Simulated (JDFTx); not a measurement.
# Ge (Fd-3m) in JDFTx: notebook

The runs below take Ge through single point, with LDA, PBE, PBEsol, PBE0.

All numbers are computed with JDFTx 1.7.0 (patched build); they aren't measurements. Logs are shortened: lines on timing, memory, paths and dates and some standing lists are left out, and cuts for length are marked. The log counts tension as positive stress, the text compression.

**What was measured.**

“Electronic and optical properties of SixGe1-x-ySny alloys lattice-matched to Ge”, 2021, arxiv:2109.02782 reports, for a bulk crystal of Ge: band gap 0.666 eV (indirect) at 293 K; band gap 0.807 eV (direct) at 300 K.

The runs below are set against these values where they give the same quantity.

## 1. Starting point

Symmetry: Fd-3m, No. 227, cubic system. Conventional cell: a = 5.658 Å, b = 5.658 Å, c = 5.658 Å, α = 90.00°, β = 90.00°, γ = 90.00°. Ge (site symmetry -43m) is surrounded by 4 Ge at 2.45 Å.

## 2. Single point, LDA

Ge.in

```
lattice \
    0.0000000000     5.3458651312     5.3458651312 \
    5.3458651312     0.0000000000     5.3458651312 \
    5.3458651312     5.3458651312     0.0000000000
coords-type Cartesian
ion Ge     8.0187976968     8.0187976968     8.0187976968 1
ion Ge     5.3458651312     5.3458651312     5.3458651312 1

ion-species pseudo/Ge.upf
elec-cutoff 39 312
elec-ex-corr lda-PW
kpoint-folding 8 8 8
elec-smearing Fermi 0.0018374661
elec-n-bands 21
electronic-SCF nIterations 100 energyDiffThreshold 1e-09
electronic-minimize nIterations 30 energyDiffThreshold 1e-7
converge-empty-states yes
forces-output-coords Cartesian

dump-name run.$VAR
dump End Ecomponents EigStats BandEigs Kpoints Forces Stress ElecDensity
```

Potentials or basis: PseudoDojo-SR-LDA-0.4.1-standard.

Launch:

```sh
$ jdftx -c 1 -i Ge.in -o Ge.out
```

The log of the run:

```text
*************** JDFTx 1.7.0 (patched build) ***************

Input parsed successfully to the following command list (including defaults):
[... the input with its defaults ...]

---------- Setting up symmetries ----------

Found 48 point-group symmetries of the bravais lattice
Found 48 space-group symmetries with basis
Applied RMS atom displacement 1.77898e-16 bohrs to make symmetries exact.

---------- Initializing the Grid ----------
R =
[            0      5.34587      5.34587  ]
[      5.34587            0      5.34587  ]
[      5.34587      5.34587            0  ]
unit cell volume = 305.551
G =
[  -0.587668   0.587668   0.587668  ]
[   0.587668  -0.587668   0.587668  ]
[   0.587668   0.587668  -0.587668  ]
Minimum fftbox size, Smin = [  64  64  64  ]
Chosen fftbox size, S = [  64  64  64  ]

---------- Initializing tighter grid for wavefunction operations ----------
R =
[            0      5.34587      5.34587  ]
[      5.34587            0      5.34587  ]
[      5.34587      5.34587            0  ]
unit cell volume = 305.551
G =
[  -0.587668   0.587668   0.587668  ]
[   0.587668  -0.587668   0.587668  ]
[   0.587668   0.587668  -0.587668  ]
Minimum fftbox size, Smin = [  44  44  44  ]
Chosen fftbox size, S = [  48  48  48  ]

---------- Exchange Correlation functional ----------
Initalized Slater LDA exchange.
Initalized Perdew-Wang LDA correlation.

---------- Setting up pseudopotentials ----------
Width of ionic core gaussian charges (only for fluid interactions / plotting) set to 0

Reading pseudopotential file 'pseudo/Ge.upf':
  'Ge' pseudopotential, 'SLA  PW   NOGX NOGC' functional
  Generated using ONCVPSP code by D. R. Hamann
  14 valence electrons, 3 orbitals, 6 projectors, 1001 radial grid points, with lMax = 2
    3D    l: 2   occupation: 10.0   eigenvalue: -1.086289
    4S    l: 0   occupation:  2.0   eigenvalue: -0.438995
    4P    l: 1   occupation:  2.0   eigenvalue: -0.148714
  Core radius for overlap checks: 1.83 bohrs.

Initialized 1 species with 2 total atoms.

Folded 1 k-points by 8x8x8 to 512 k-points.

---------- Setting up k-points, bands, fillings ----------
Reduced to 29 k-points under symmetry.
Computing the number of bands and number of electrons
Calculating initial fillings.
nElectrons:  28.000000   nBands: 21   nStates: 29

----- Setting up reduced wavefunction bases (one per k-point) -----
average nbasis = 3553.268 , ideal nbasis = 3554.470

---------- Setting up ewald sum ----------
Optimum gaussian width for ewald sums = 2.427999 bohr.
Real space sum over 1331 unit cells with max indices [  5  5  5  ]
Reciprocal space sum over 2197 terms with max indices [  6  6  6  ]

---------- Allocating electronic variables ----------
Initializing wave functions:  linear combination of atomic orbitals
Note: number of bands (21) exceeds available atomic orbitals (18)
Ge pseudo-atom occupations:   s ( 2 )  p ( 2 )  d ( 10 )
	FillingsUpdate:  mu: +0.341111955  nElectrons: 28.000000
LCAOMinimize: Iter:   0  F: -160.2410650494353206  |grad|_K:  4.812e-05  alpha:  1.000e+00
	FillingsUpdate:  mu: +0.341109655  nElectrons: 28.000000
LCAOMinimize: Iter:   1  F: -160.2410794671172880  |grad|_K:  8.849e-07  alpha:  9.741e-01  linmin: -1.128e-02  cgtest:  1.897e-01
LCAOMinimize: Encountered beta<0, resetting CG.
	FillingsUpdate:  mu: +0.341103928  nElectrons: 28.000000
LCAOMinimize: Iter:   2  F: -160.2410794715545705  |grad|_K:  3.251e-08  alpha:  8.863e-01  linmin:  6.850e-04  cgtest: -1.603e-03
	FillingsUpdate:  mu: +0.341103983  nElectrons: 28.000000
LCAOMinimize: Iter:   3  F: -160.2410794715615054  |grad|_K:  5.019e-09  alpha:  1.119e+00  linmin:  6.986e-02  cgtest: -9.991e-01
LCAOMinimize: Converged (|Delta F|<1.000000e-06 for 2 iters).

-------- Electronic minimization -----------
Will mix electronic density at each iteration.
	FillingsUpdate:  mu: +0.341103983  nElectrons: 28.000000
	FillingsUpdate:  mu: +0.329521791  nElectrons: 28.000000
SCF: Cycle:  0   F: -160.281943290030540   dF: -4.086e-02   |Residual|: 4.868e-02   |deigs|: 1.964e-01
	FillingsUpdate:  mu: +0.333101235  nElectrons: 28.000000
SCF: Cycle:  1   F: -160.283063917569052   dF: -1.121e-03   |Residual|: 2.673e-02   |deigs|: 5.231e-03
	FillingsUpdate:  mu: +0.337980937  nElectrons: 28.000000
SCF: Cycle:  2   F: -160.283345087429296   dF: -2.812e-04   |Residual|: 3.932e-03   |deigs|: 5.069e-03
	FillingsUpdate:  mu: +0.338064920  nElectrons: 28.000000
SCF: Cycle:  3   F: -160.283348000425150   dF: -2.913e-06   |Residual|: 1.640e-03   |deigs|: 5.818e-04
	FillingsUpdate:  mu: +0.338430295  nElectrons: 28.000000
SCF: Cycle:  4   F: -160.283349704060925   dF: -1.704e-06   |Residual|: 4.280e-04   |deigs|: 4.828e-04
	FillingsUpdate:  mu: +0.338510413  nElectrons: 28.000000
SCF: Cycle:  5   F: -160.283349870275288   dF: -1.662e-07   |Residual|: 2.004e-04   |deigs|: 1.310e-04
	FillingsUpdate:  mu: +0.338490533  nElectrons: 28.000000
SCF: Cycle:  6   F: -160.283349920976605   dF: -5.070e-08   |Residual|: 3.575e-05   |deigs|: 1.003e-04
	FillingsUpdate:  mu: +0.338491500  nElectrons: 28.000000
SCF: Cycle:  7   F: -160.283349937874618   dF: -1.690e-08   |Residual|: 1.825e-05   |deigs|: 1.976e-04
	FillingsUpdate:  mu: +0.338492067  nElectrons: 28.000000
SCF: Cycle:  8   F: -160.283349943279205   dF: -5.405e-09   |Residual|: 1.052e-05   |deigs|: 1.300e-04
	FillingsUpdate:  mu: +0.338492392  nElectrons: 28.000000
SCF: Cycle:  9   F: -160.283349945487942   dF: -2.209e-09   |Residual|: 3.262e-06   |deigs|: 4.347e-05
	FillingsUpdate:  mu: +0.338492535  nElectrons: 28.000000
SCF: Cycle: 10   F: -160.283349946178788   dF: -6.908e-10   |Residual|: 1.079e-06   |deigs|: 2.688e-05
	FillingsUpdate:  mu: +0.338492556  nElectrons: 28.000000
SCF: Cycle: 11   F: -160.283349946456525   dF: -2.777e-10   |Residual|: 6.455e-07   |deigs|: 3.751e-05
SCF: Converged (|Delta E|<1.000000e-09 for 2 iters).

Setting wave functions to eigenvectors of Hamiltonian
Converging empty states (this may take a while): |deigs|: 9.170e-05

# Stress tensor in Cartesian coordinates [Eh/a0^3]:
[  4.65767e-05            0            0  ]
[            0  4.65767e-05            0  ]
[            0            0  4.65767e-05  ]

# Ionic positions in cartesian coordinates:
ion Ge   8.018797696800000   8.018797696800000   8.018797696800000 1
ion Ge   5.345865131199999   5.345865131200000   5.345865131200000 1

# Forces in Cartesian coordinates:
force Ge  -0.000000000000000  -0.000000000000000   0.000000000000000 1
force Ge   0.000000000000000  -0.000000000000000   0.000000000000000 1

# Energy components:
   Eewald =      -98.7503791004548077
       EH =       55.3538557885634930
     Eloc =     -133.4285710236864588
      Enl =      -92.5036611396099744
      Exc =      -42.9290323514702408
 Exc_core =       18.1864648085278837
       KE =      133.7880098768675055
-------------------------------------
     Etot =     -160.2833131412625960
       TS =        0.0000368051939384
-------------------------------------
        F =     -160.2833499464565250

IonicMinimize: Iter:   0  F: -160.283349946456525  |grad|_K:       -nan
IonicMinimize: None of the convergence criteria satisfied after 0 iterations.

#--- Lowdin population analysis ---
# oxidation-state Ge +0.020 +0.020

Dumping 'run.eigStats' ...
	eMin: -0.579277 at state 19 ( [ +0.000000 +0.375000 -0.375000 ] spin 0 )
	HOMO: +0.332368 at state 0 ( [ +0.000000 +0.000000 +0.000000 ] spin 0 )
	mu  : +0.338493
	LUMO: +0.339341 at state 0 ( [ +0.000000 +0.000000 +0.000000 ] spin 0 )
	eMax: +0.831864 at state 19 ( [ +0.000000 +0.375000 -0.375000 ] spin 0 )
	HOMO-LUMO gap: +0.006972
	Optical gap  : +0.006972 at state 0 ( [ +0.000000 +0.000000 +0.000000 ] spin 0 )
Done!
[note: the HOMO, LUMO and gaps printed at the end count levels as full or empty at half filling, so they show a gap where a level is partly filled]
```

Run time: 1.8 min. Hardware: 1 thread of Intel Xeon Platinum 8259CL at 2.50GHz (Skylake/Cascade Lake), shared host; peak memory 0.15 GiB.

Results:

* Free energy: -4361.5321 eV
* Pressure: -1.4 GPa
* Band gap on the k mesh: none (metal or under the smearing width)

Caveat: this crystal is a semiconductor, whose small gap the functional closes, so the metal is an error of the method.

## 3. Single point, PBE

Changes to Ge.in since step 2:

```diff
@@ -4,5 +4,5 @@
     5.3458651312     5.3458651312     0.0000000000
-coords-type Cartesian
-ion Ge     8.0187976968     8.0187976968     8.0187976968 1
-ion Ge     5.3458651312     5.3458651312     5.3458651312 1
+coords-type Lattice
+ion Ge     0.7500000000     0.7500000000     0.7500000000 1
+ion Ge     0.5000000000     0.5000000000     0.5000000000 1
 
@@ -10,3 +10,3 @@
 elec-cutoff 39 312
-elec-ex-corr lda-PW
+elec-ex-corr gga-PBE
 kpoint-folding 8 8 8
```

Potentials or basis: PseudoDojo-SR-PBE-0.5-standard.

Launch:

```sh
$ jdftx -c 1 -i Ge.in -o Ge.out
```

The log of the run:

```text
*************** JDFTx 1.7.0 (patched build) ***************

Input parsed successfully to the following command list (including defaults):
[... the input with its defaults ...]

---------- Setting up symmetries ----------

Found 48 point-group symmetries of the bravais lattice
Found 48 space-group symmetries with basis
Applied RMS atom displacement 0 bohrs to make symmetries exact.

---------- Initializing the Grid ----------
R =
[            0      5.34587      5.34587  ]
[      5.34587            0      5.34587  ]
[      5.34587      5.34587            0  ]
unit cell volume = 305.551
G =
[  -0.587668   0.587668   0.587668  ]
[   0.587668  -0.587668   0.587668  ]
[   0.587668   0.587668  -0.587668  ]
Minimum fftbox size, Smin = [  64  64  64  ]
Chosen fftbox size, S = [  64  64  64  ]

---------- Initializing tighter grid for wavefunction operations ----------
R =
[            0      5.34587      5.34587  ]
[      5.34587            0      5.34587  ]
[      5.34587      5.34587            0  ]
unit cell volume = 305.551
G =
[  -0.587668   0.587668   0.587668  ]
[   0.587668  -0.587668   0.587668  ]
[   0.587668   0.587668  -0.587668  ]
Minimum fftbox size, Smin = [  44  44  44  ]
Chosen fftbox size, S = [  48  48  48  ]

---------- Exchange Correlation functional ----------
[... 65 lines left out ...]
SCF: Cycle:  6   F: -159.827088554509686   dF: -6.653e-08   |Residual|: 4.599e-05   |deigs|: 1.167e-04
	FillingsUpdate:  mu: +0.352850056  nElectrons: 28.000000
SCF: Cycle:  7   F: -159.827088577462490   dF: -2.295e-08   |Residual|: 2.311e-05   |deigs|: 8.586e-05
	FillingsUpdate:  mu: +0.352851930  nElectrons: 28.000000
SCF: Cycle:  8   F: -159.827088585842603   dF: -8.380e-09   |Residual|: 1.309e-05   |deigs|: 1.647e-04
	FillingsUpdate:  mu: +0.352852711  nElectrons: 28.000000
SCF: Cycle:  9   F: -159.827088588778992   dF: -2.936e-09   |Residual|: 1.570e-06   |deigs|: 5.281e-05
	FillingsUpdate:  mu: +0.352852913  nElectrons: 28.000000
SCF: Cycle: 10   F: -159.827088589797370   dF: -1.018e-09   |Residual|: 1.059e-06   |deigs|: 3.987e-05
	FillingsUpdate:  mu: +0.352852874  nElectrons: 28.000000
SCF: Cycle: 11   F: -159.827088590185838   dF: -3.885e-10   |Residual|: 6.263e-07   |deigs|: 2.673e-05
	FillingsUpdate:  mu: +0.352852869  nElectrons: 28.000000
SCF: Cycle: 12   F: -159.827088590326071   dF: -1.402e-10   |Residual|: 2.683e-07   |deigs|: 2.024e-05
SCF: Converged (|Delta E|<1.000000e-09 for 2 iters).

Setting wave functions to eigenvectors of Hamiltonian
Converging empty states (this may take a while): |deigs|: 8.313e-05

# Stress tensor in Cartesian coordinates [Eh/a0^3]:
[ -0.000126714            0            0  ]
[            0 -0.000126714            0  ]
[            0            0 -0.000126714  ]

# Ionic positions in lattice coordinates:
ion Ge   0.750000000000000   0.750000000000000   0.750000000000000 1
ion Ge   0.500000000000000   0.500000000000000   0.500000000000000 1

# Forces in Cartesian coordinates:
force Ge  -0.000000000000000  -0.000000000000000   0.000000000000000 1
force Ge  -0.000000000000000   0.000000000000000  -0.000000000000000 1

# Energy components:
   Eewald =      -98.7503791004548077
       EH =       55.3607500223829021
     Eloc =     -131.4524708422853791
      Enl =      -94.2193912654508523
      Exc =      -43.6600760208137331
 Exc_core =       18.8142549874708429
       KE =      134.0802505486460916
-------------------------------------
     Etot =     -159.8270616705048894
       TS =        0.0000269198211921
-------------------------------------
        F =     -159.8270885903260705

IonicMinimize: Iter:   0  F: -159.827088590326071  |grad|_K:       -nan
IonicMinimize: None of the convergence criteria satisfied after 0 iterations.

#--- Lowdin population analysis ---
# oxidation-state Ge +0.021 +0.021

Dumping 'run.eigStats' ...
	eMin: -0.564440 at state 19 ( [ +0.000000 +0.375000 -0.375000 ] spin 0 )
	HOMO: +0.352325 at state 0 ( [ +0.000000 +0.000000 +0.000000 ] spin 0 )
	mu  : +0.352853
	LUMO: +0.357830 at state 4 ( [ +0.000000 +0.000000 +0.500000 ] spin 0 )
	eMax: +0.850770 at state 19 ( [ +0.000000 +0.375000 -0.375000 ] spin 0 )
	HOMO-LUMO gap: +0.005506
	Optical gap  : +0.050538 at state 1 ( [ +0.000000 +0.000000 +0.125000 ] spin 0 )
Done!
[note: the HOMO, LUMO and gaps printed at the end count levels as full or empty at half filling, so they show a gap where a level is partly filled]
```

Run time: 1.9 min. Hardware: 1 thread of Intel Xeon Platinum 8259CL at 2.50GHz (Skylake/Cascade Lake), shared host; peak memory 0.16 GiB.

Results:

- Free energy: -4349.1166 eV
- Pressure: 3.7 GPa
- Band gap on the k mesh: none (metal or under the smearing width)

Levels at points of the mesh, in eV from the Fermi level:
```tsv
k point	band 10	band 11	band 12	band 13	band 14	band 15	band 16	band 17
(0.00, 0.00, 0.00)	-24.65	-12.82	-0.05	-0.05	-0.05	-0.01	2.51	2.51
(0.00, 0.00, 0.50)	-24.62	-10.73	-7.64	-1.45	-1.45	0.14	3.70	3.70
(0.00, 0.50, 0.50)	-24.61	-8.93	-8.93	-3.12	-3.12	0.70	0.70	9.47
```

Caveat: this crystal is a semiconductor, whose small gap the functional closes, so the metal is an error of the method.

## 4. Single point, PBEsol

Ge.in

```
lattice Face-Centered Cubic 10.6917302624
coords-type Lattice
ion Ge     0.7500000000     0.7500000000     0.7500000000 1
ion Ge     0.5000000000     0.5000000000     0.5000000000 1

ion-species pseudo/Ge.upf
elec-cutoff 39 312
elec-ex-corr gga-PBEsol
kpoint-folding 8 8 8
elec-smearing Fermi 0.0018374661
elec-n-bands 21
electronic-SCF nIterations 100 energyDiffThreshold 1e-09
electronic-minimize nIterations 30 energyDiffThreshold 1e-7
converge-empty-states yes
forces-output-coords Cartesian

dump-name run.$VAR
dump End Ecomponents EigStats BandEigs Kpoints Forces Stress ElecDensity Dtot KEdensity
```

Potentials or basis: PseudoDojo-SR-PBEsol-0.4.1-standard.

Launch:

```sh
$ jdftx -c 1 -i Ge.in -o Ge.out
```

It took 1.8 min on 1 thread of Intel Xeon Platinum 8259CL at 2.50GHz (Skylake/Cascade Lake), shared host; peak memory 0.16 GiB.

It converged, with:

* Free energy: -4350.9164 eV
* Pressure: 0.6 GPa
* Band gap on the k mesh: none (metal or under the smearing width)

Levels at points of the mesh, in eV from the Fermi level:
```csv
k point,band 11,band 12,band 13,band 14,band 15,band 16,band 17
"(0.00, 0.00, 0.00)",-12.81,-0.03,-0.02,-0.02,-0.02,2.51,2.51
"(0.00, 0.00, 0.50)",-10.72,-7.65,-1.43,-1.43,0.10,3.69,3.69
"(0.00, 0.50, 0.50)",-8.92,-8.92,-3.10,-3.10,0.65,0.65,9.47
```

Caveat: this crystal is a semiconductor, whose small gap the functional closes, so the metal is an error of the method.

(Continued in part 2 of 2.)
